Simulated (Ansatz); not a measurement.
## TiO2: energy along a strain

TiO2, P4_2/mnm, a = 4.591 Å, c = 2.939 Å. The compound has several low-lying forms, and this is one of them. Ansatz: PBEsol, PAW, 420 eV, Γ-centred 6×6×10 mesh on 6 atoms, Gaussian smearing 0.05 eV; no spin polarisation. Cell vectors (Å): 4.591 0.000 0.000; 0.000 4.591 0.000; 0.000 0.000 2.939. The cell is strained by x per cent times the pattern (0 0 0 0 0 1) in the order xx yy zz yz xz xy (engineering shears), with fractional coordinates held. y is the free energy over the start, V0 = 10.325 Å³/atom. Symmetry makes y even in x.

```
x (%) y (meV/atom)
-2.00          2.95
-1.00          0.72
 0.00          0.00
 0.25          0.04
 0.50             ?
 0.75          0.40
 1.25          1.14
 1.50          1.66
 1.75          2.26
```

Q: Fit y = c2 x² + c4 x⁴ to the other rows, get the stiffness along the pattern, and predict the missing energy.

A: Least squares on the rows shown. y = 0.7262 x² + 0.003180 x⁴. The clamped-ion stiffness p·C·p = 2 × 7.262 eV × 160.2 / 10.325 Å³ = 225 GPa, which is C66 in these axes. At x = 0.50 the fit asked for gives 0.18 meV/atom. The run gave 0.17 meV/atom, so the fit is 0.01 meV/atom too high, within twice the rms miss on the fitted rows (0.007 meV/atom).

Cost: 9 runs of about 0.94 core-minutes in all, on Intel Xeon Platinum 8488C (Sapphire Rapids) (shared hosts).